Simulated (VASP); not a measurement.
# ScAl (Pm-3m) in VASP: single point with PBEsol

Aim: the single point of ScAl with PBEsol.

Everything below comes from runs of VASP 6.6.1. Logs are shortened: lines on timing, memory, paths and dates and some standing lists are left out, and cuts for length are marked.

## (1) The crystal as given

It takes space group Pm-3m (No. 221, cubic). Conventional cell: a = 3.370 Å, b = 3.370 Å, c = 3.370 Å, α = 90.00°, β = 90.00°, γ = 90.00°. Sc (site symmetry m-3m) has 8 Al at 2.92 Å as nearest neighbours. Al (site symmetry m-3m) has 8 Sc at 2.92 Å as nearest neighbours.

The cell comes from a database or a generator and needn't be the stable form of this composition.

## (2) Single point, PBEsol

Input file INCAR:

```
PREC = Accurate ; ENCUT = 520
EDIFF = 1E-6 ; ISMEAR = 1
SIGMA = 0.1 ; LREAL = F
LASPH = T ; NELM = 100
ALGO = Normal ; ISIF = 2
LWAVE = F ; LCHARG = F
GGA = PS ; NBANDS = 14
```

Input file KPOINTS:

```
regular mesh
0
Gamma
  4 4 4
```

Input file POSCAR:

```
ScAl
1.0
    3.3703489700      0.0000000000      0.0000000000
    0.0000000000      3.3703489700      0.0000000000
    0.0000000000      0.0000000000      3.3703489700
Sc Al
1 1
Direct
    0.5044449588      0.5044449588      0.5000000000
    0.0044560427      0.0044560427      0.0000000000
```

Potentials or basis: VASP PAW PBE potentials, release 64 (Sc_sv, Al).

Run with:

```
> cat potpaw_PBE.64/Sc_sv/POTCAR potpaw_PBE.64/Al/POTCAR > POTCAR
> mpirun -np 1 vasp_std > vasp.out
```

OUTCAR:

```text
PREC = Accurate
   ENCUT = 520
   EDIFF = 1E-6
   ISMEAR = 1
   LREAL = F
   LASPH = T
   NELM = 100
   ISIF = 2
   GGA = PS

 ion  position               nearest neighbor table
   1  0.504  0.504  0.500-   2 2.92   2 2.92   2 2.92   2 2.92   2 2.92   2 2.92   2 2.92   2 2.92

   2  0.004  0.004  0.000-   1 2.92   1 2.92   1 2.92   1 2.92   1 2.92   1 2.92   1 2.92   1 2.92

  LATTYP: Found a simple cubic cell.
 ALAT       =     3.3703489700

  Lattice vectors:

 A1 = (   3.3703489700,   0.0000000000,   0.0000000000)
 A2 = (   0.0000000000,   3.3703489700,   0.0000000000)
 A3 = (   0.0000000000,   0.0000000000,   3.3703489700)

Analysis of symmetry for initial positions (statically):
=====================================================================
 Subroutine PRICEL returns:
 Original cell was already a primitive cell.

 Routine SETGRP: Setting up the symmetry group for a
 simple cubic supercell.

 Subroutine GETGRP returns: Found  4 space group operations
 (whereof  4 operations were pure point group operations)
 out of a pool of 48 trial point group operations.

The static configuration has the point symmetry C_2v.

Analysis of symmetry for dynamics (positions and initial velocities):
=====================================================================
 Subroutine PRICEL returns:
 Original cell was already a primitive cell.

 Routine SETGRP: Setting up the symmetry group for a
 simple cubic supercell.

 Subroutine GETGRP returns: Found  4 space group operations
 (whereof  4 operations were pure point group operations)
 out of a pool of 48 trial point group operations.

The dynamic configuration has the point symmetry C_2v.

 Subroutine INISYM returns: Found  4 space group operations
 (whereof  4 operations are pure point group operations),
 and found     1 'primitive' translations

----------------------------------------------------------------------------------------

                                     Primitive cell

  volume of cell :      38.2846

  direct lattice vectors                    reciprocal lattice vectors
     3.370348970  0.000000000  0.000000000     0.296705181  0.000000000  0.000000000
     0.000000000  3.370348970  0.000000000     0.000000000  0.296705181  0.000000000
     0.000000000  0.000000000  3.370348970     0.000000000  0.000000000  0.296705181

  length of vectors
     3.370348970  3.370348970  3.370348970     0.296705181  0.296705181  0.296705181

  position of ions in fractional coordinates (direct lattice)
     0.504444959  0.504444959  0.500000000
     0.004456043  0.004456043  0.000000000

  ion indices of the primitive-cell ions
   primitive index   ion index
                 1           1
                 2           2

----------------------------------------------------------------------------------------

 KPOINTS: regular mesh

Automatic generation of k-mesh.
 Grid dimensions read from file:
 generate k-points for:    4    4    4

 Generating k-lattice:

  Cartesian coordinates                     Fractional coordinates (reciprocal lattice)
     0.074176295  0.000000000  0.000000000     0.250000000  0.000000000  0.000000000
     0.000000000  0.074176295  0.000000000     0.000000000  0.250000000  0.000000000
     0.000000000  0.000000000  0.074176295     0.000000000  0.000000000  0.250000000

  Length of vectors
     0.074176295  0.074176295  0.074176295

  Shift w.r.t. Gamma in fractional coordinates (k-lattice)
     0.000000000  0.000000000  0.000000000

 Subroutine IBZKPT returns following result:
 ===========================================

 Found     21 irreducible k-points:

 Following reciprocal coordinates:
            Coordinates               Weight
  0.000000  0.000000  0.000000      1.000000
  0.250000  0.000000  0.000000      4.000000
  0.000000  0.000000  0.250000      2.000000
  0.500000  0.000000  0.000000      2.000000
  0.000000  0.000000  0.500000      1.000000
  0.250000  0.250000  0.000000      2.000000
[... 13 lines left out ...]
  0.250000  0.500000  0.500000      4.000000
  0.500000  0.500000  0.500000      1.000000
   k-points           NKPTS =     21   k-points in BZ     NKDIM =     21   number of bands    NBANDS=     14
   number of dos      NEDOS =    301   number of ions     NIONS =      2
   total plane-waves  NPLWV =  21952
   dimension x,y,z NGX =    28 NGY =   28 NGZ =   28
   dimension x,y,z NGXF=    56 NGYF=   56 NGZF=   56
   ions per type =               1   1
   NGX,Y,Z   is equivalent  to a cutoff of  13.81, 13.81, 13.81 a.u.
   NGXF,Y,Z  is equivalent  to a cutoff of  27.62, 27.62, 27.62 a.u.
 SYSTEM =  unknown system
   PREC   = accura    normal or accurate (medium, high low for compatibility)
   ISTART =      0    job   : 0-new  1-cont  2-samecut
   ICHARG =      2    charge: 1-file 2-atom 10-const
   ISPIN  =      1    spin polarized calculation?
   LNONCOLLINEAR =      F non collinear calculations
   LSORBIT =      F    spin-orbit coupling
   LASPH  =      T    aspherical Exc in radial PAW
   ENCUT  =  520.0 eV  38.22 Ry    6.18 a.u.   6.27  6.27  6.27*2*pi/ulx,y,z
   NELM   =    100;   NELMIN=  2; NELMDL= -5     # of ELM steps
   EDIFF  = 0.1E-05   stopping-criterion for ELM
   LREAL  =      F    real-space projection
   EDIFFG = 0.1E-04   stopping-criterion for IOM
   NSW    =      0    number of steps for IOM
   IBRION =     -1    ionic relax: 0-MD 1-quasi-New 2-CG
   NFREE  =      0    steps in history (QN), initial steepest desc. (CG)
   ISIF   =      2    stress and relaxation
   ISYM   =      2    0-nonsym 1-usesym 2-fastsym
   POTIM  = 0.5000    time-step for ionic-motion
   TEBEG  =    0.0;   TEEND  =   0.0 temperature during run
   PSTRESS=    0.0 pullay stress
   NELECT =      14.0000    total number of electrons
   NUPDOWN=      -1.0000    fix difference up-down
   EMIN   =  10.00;   EMAX   =-10.00  energy-range for DOS
   EFERMI =   0.00;   METHOD = LEGACY
   ISMEAR =     1;   SIGMA  =   0.10  broadening in eV -4-tet -1-fermi 0-gaus
   EFERMI_NEDOS =   21; number of points for ismear=-14 and -15
   IALGO  =     38    algorithm
   IMIX   =      4    mixing-type and parameters
     AMIX     =   0.40;   BMIX     =  1.00
     AMIX_MAG =   1.60;   BMIX_MAG =  1.00
  volume/ion in A,a.u.               =      19.14       129.18
  Fermi-wavevector in a.u.,A,eV,Ry     =   1.170692  2.212287 18.647052  1.370520
  Thomas-Fermi vector in A             =   2.307147
   LORBIT       =      0    0 simple, 1 ext, 2 COOP (PROOUT), +10 PAW based schemes
   GGA     = PS    functional components
   LHFCALC =     F    Hartree Fock is set to
   AEXX    =    0.0000 exact exchange contribution
   IVDW    =     0    specifies the selected vdW correction
   LEPSILON=     F    determine dielectric tensor
   LRPA    =     F    only Hartree local field effects (RPA)
 non-spin polarized calculation
 Methfessel and Paxton  Order N= 1 SIGMA  =   0.10
  energy-cutoff  :      520.00
  volume of cell :       38.28
 maximum number of plane-waves:      1064
 NGX is ok and might be reduce to    28
   NGX = 13   NGY = 13   NGZ = 13

 number of electron      14.0000000 magnetization

 Free energy of the ion-electron system (eV)
  ---------------------------------------------------
  ext. energy  EPLUGINS =         0.00000000
  ---------------------------------------------------
  free energy    TOTEN  =       -11.64602372 eV

  energy without entropy =      -11.64481937  energy(sigma->0) =      -11.64562227

 E-fermi :   5.6973     XC(G=0): -10.4068

 val. band max:        5.6545442088   @ k =   0.0000   0.0000   0.2500
 cond. band min:       6.0510642905   @ k =   0.2500   0.2500   0.2500
 fundamental gap:      0.3965200817
 Fermi energy:         5.6972827230

 k-point     1 :       0.0000    0.0000    0.0000
  band No.  band energies     occupation
      1     -43.3654      2.00000
      2     -22.0365      2.00000
      3     -22.0365      2.00000
      4     -22.0365      2.00000
      5      -2.4693      2.00000
      6       5.2502      2.00000
      7       5.2502      2.00000
      8       8.5970      0.00000
      9       8.5970      0.00000
     10       8.5970      0.00000
     11       9.7324      0.00000
     12       9.7324      0.00000
     13       9.7324      0.00000
     14      14.5765      0.00000

 k-point     2 :       0.2500    0.0000    0.0000
  band No.  band energies     occupation
      1     -43.3580      2.00000
      2     -22.1276      2.00000
      3     -22.0284      2.00000
      4     -22.0284      2.00000
      5      -1.5973      2.00000
      6       4.0494      2.00000
      7       5.6545      1.65531
      8       7.3378     -0.00000
      9       7.3378     -0.00000
     10       8.7074      0.00000
     11       8.9247      0.00000
     12      11.6315      0.00000
     13      11.6315      0.00000
     14      13.3051      0.00000

 k-point     3 :       0.0000    0.0000    0.2500
  band No.  band energies     occupation
      1     -43.3580      2.00000
      2     -22.1276      2.00000
      3     -22.0284      2.00000
      4     -22.0284      2.00000
      5      -1.5973      2.00000
      6       4.0494      2.00000
      7       5.6545      1.65530
      8       7.3378     -0.00000
      9       7.3378     -0.00000
     10       8.7074      0.00000
     11       8.9247      0.00000
     12      11.6315      0.00000
     13      11.6315      0.00000
     14      13.3051      0.00000
[... 273 lines left out ...]
 k-point    20 :       0.2500    0.5000    0.5000
  band No.  band energies     occupation
      1     -43.3290      2.00000
      2     -22.1785      2.00000
      3     -22.1785      2.00000
      4     -22.0863      2.00000
      5       2.0081      2.00000
      6       3.7483      2.00000
      7       3.7483      2.00000
      8       6.3338     -0.00000
      9       8.0640      0.00000
     10       8.0640      0.00000
     11       8.2100      0.00000
     12       9.6081      0.00000
     13      10.8500      0.00000
     14      12.6596      0.00000

 k-point    21 :       0.5000    0.5000    0.5000
  band No.  band energies     occupation
      1     -43.3220      2.00000
      2     -22.1671      2.00000
      3     -22.1671      2.00000
      4     -22.1671      2.00000
      5       3.4182      2.00000
      6       3.4182      2.00000
      7       3.4182      2.00000
      8       5.5844      2.06771
      9       8.8530      0.00000
     10       8.8530      0.00000
     11       8.8530      0.00000
     12       9.6424      0.00000
     13       9.6424      0.00000
     14      12.6610      0.00000

------------------------ aborting loop because EDIFF is reached ----------------------------------------

  FORCE on cell =-STRESS in cart. coord.  units (eV):
  Direction    XX          YY          ZZ          XY          YZ          ZX
  --------------------------------------------------------------------------------------
  -------------------------------------------------------------------------------------
  Total       -0.2882561     -0.2882561     -0.2884204     -0.0000299      0.0000000      0.0000000
  in kB      -12.0632560    -12.0632560    -12.0701290     -0.0012509      0.0000000      0.0000000
  external PRESSURE =     -12.0655470 kB  Pullay stress =       0.0000000 kB

 VOLUME and BASIS-vectors are now :
 -----------------------------------------------------------------------------
  energy-cutoff  :      520.00
  volume of cell :       38.28
      direct lattice vectors                 reciprocal lattice vectors
     3.370348970  0.000000000  0.000000000     0.296705181  0.000000000  0.000000000
     0.000000000  3.370348970  0.000000000     0.000000000  0.296705181  0.000000000
     0.000000000  0.000000000  3.370348970     0.000000000  0.000000000  0.296705181

 POSITION                                       TOTAL-FORCE (eV/Angst)
 -----------------------------------------------------------------------------------
      1.70016      1.70016      1.68517         0.000184      0.000184      0.000000
      0.01502      0.01502      0.00000        -0.000184     -0.000184      0.000000
 -----------------------------------------------------------------------------------
    total drift:                               -0.000007     -0.000007      0.000001

  FREE ENERGIE OF THE ION-ELECTRON SYSTEM (eV)
  ---------------------------------------------------
  free  energy   TOTEN  =       -11.6460237150 eV

  energy  without entropy=      -11.6448193708  energy(sigma->0) =      -11.64562227
```

Run time: 17 s. Hardware: 1 thread of Intel Xeon Platinum 8375C at 2.90GHz (Ice Lake), shared host; peak memory 0.15 GiB.

Results:

```
Free energy            : -11.6460 eV
Pressure               : -1.2 GPa
Band gap on the k mesh : none (metal or under the smearing width)
```

Levels at points of the mesh, in eV from the Fermi level:
```
           k point  band 4  band 5  band 6  band 7  band 8  band 9  band 10  band 11
(0.00, 0.00, 0.00)  -27.73   -8.17   -0.45   -0.45    2.90    2.90     2.90     4.04
(0.50, 0.00, 0.00)  -27.72   -5.36   -4.29    0.47    1.00    1.00     3.13     4.00
(0.00, 0.00, 0.50)  -27.72   -5.36   -4.29    0.47    1.00    1.00     3.13     4.00
(0.50, 0.50, 0.00)  -27.70   -4.41   -1.56   -1.56   -0.61    1.74     1.74     3.88
(0.00, 0.50, 0.50)  -27.70   -4.41   -1.56   -1.56   -0.61    1.74     1.74     3.88
(0.50, 0.50, 0.50)  -27.86   -2.28   -2.28   -2.28   -0.11    3.16     3.16     3.16
```

Caveat: the k mesh is coarse (spacing up to 0.47 Å⁻¹), so the values aren't converged; the PAW data sets were made with another functional, which shifts forces and pressure a little.
